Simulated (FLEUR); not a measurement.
The system is PbF2 (Fluorocronite).

```
Pb F
1.0
     0.00000    2.96366    2.96366
     2.96366    0.00000    2.96366
     2.96366    2.96366    0.00000
Pb F
1 2
Cartesian
  0.0000 0.0000 0.0000
  4.4455 4.4455 4.4455
  1.4818 1.4818 1.4818
```

Base run:

- Program: FLEUR MaX-R8.1 (later development tree)
- Functional: PBEsol
- Potentials or basis: all-electron
- Basis: FLAPW
- Kmax: 4.1 1/bohr
- k mesh: 8 × 8 × 8
- Occupations: fermi-dirac, width 0.05 eV
- Spin: no spin polarisation

Its results: band gap on the k mesh 4.31 eV, indirect (least direct gap 4.46 eV).

The run is repeated on the same cell with these changes: functional from PBEsol to r2SCAN. What comes out?

Band gap on the k mesh 5.00 eV, indirect (least direct gap 5.14 eV).

r2SCAN gives the wider gap, since meta-GGAs in the generalised Kohn-Sham scheme recover part of the derivative discontinuity.

Caveats: spin-orbit coupling is left out, which as a rule narrows the gap of such compounds by several tenths of an eV; the meta-GGA is that of a development version, with a GGA for the radial functions and cores and without core tails (some runs).

Not every run made on this cell is shown here.
